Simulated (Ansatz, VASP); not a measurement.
H: VASP beside Ansatz

File INCAR:

```
  ALGO = Normal
  EDIFF = 1E-7
  ENCUT = 520
  GGA = PS
  ISIF = 2
  ISMEAR = 0
  LASPH = True
  LCHARG = False
  LREAL = False
  LWAVE = False
  NBANDS = 10
  NELM = 60
  PREC = Accurate
  SIGMA = 0.05
```

KPOINTS

```
k-points
0
Gamma
  9 9 6
```

The input POSCAR:

```
H
1.0
    3.9483595936      0.0000000000      0.0000000000
   -1.9741797968      3.4193797113      0.0000000000
    0.0000000000      0.0000000000      4.7737836389
H
4
Direct
    0.3333333333      0.6666666667      0.1764958800
    0.6666666667      0.3333333333      0.6764958800
    0.6666666667      0.3333333333      0.8235041200
    0.3333333333      0.6666666667      0.3235041200
```

Input for Ansatz:

```yaml
crystal:
  lattice:
    - [3.9483595936, 0.0, 0.0]
    - [-1.9741797968, 3.4193797113, 0.0]
    - [0.0, 0.0, 4.7737836389]
  atoms:
    - { symbol: H, position: [0.3333333333, 0.6666666667, 0.17649588] }
    - { symbol: H, position: [0.6666666667, 0.3333333333, 0.67649588] }
    - { symbol: H, position: [0.6666666667, 0.3333333333, 0.82350412] }
    - { symbol: H, position: [0.3333333333, 0.6666666667, 0.32350412] }
basis:
  ecutwfc: 420
kpoints:
  mp_grid: { grid: [9, 9, 6] }
hamiltonian:
  xc: pbesol
scf:
  occupations: { method: gaussian, width: 0.05 }
output:
  forces: true
  stress: true
  eigenvalues: true
```

Alike in both runs: task single point; functional PBEsol; k mesh 9 × 9 × 6; occupations gaussian, width 0.05 eV; no spin polarisation.

|  | VASP | Ansatz |
| --- | --- | --- |
| version | VASP 6.6.1 | Ansatz 0.2.0 |
| potentials or method | VASP PAW PBE potentials, release 64 (H) | scalar-relativistic, plane waves, PAW |
| plane-wave cutoff (eV) | 520 | 420 |
| valence electrons in the cell | 4 | 4 |

|  | VASP | Ansatz | Ansatz less VASP |
| --- | --- | --- | --- |
| gap on the k mesh at the Fermi level (eV) | 9.96 | 9.96 | 0.000 |
| least direct gap on the mesh (eV) | 10.15 | 10.15 | +0.001 |
| pressure (GPa) | 2.5 | 2.7 | +0.14 |
| largest component of the traceless stress (GPa) | 5.33 | 5.34 | +0.017 |
| rms of the force components (eV/Å) | 1.326 | 1.324 | -0.0021 |

Atom by atom the forces differ by 0.002 eV/Å (rms over components). The functional is the same, so the differences come from potentials, cutoffs and numerics.

Caveats: the PAW data sets were made with another functional, which shifts forces and pressure a little (VASP); an odd mesh through Γ misses points on the zone boundary, where band edges often lie.
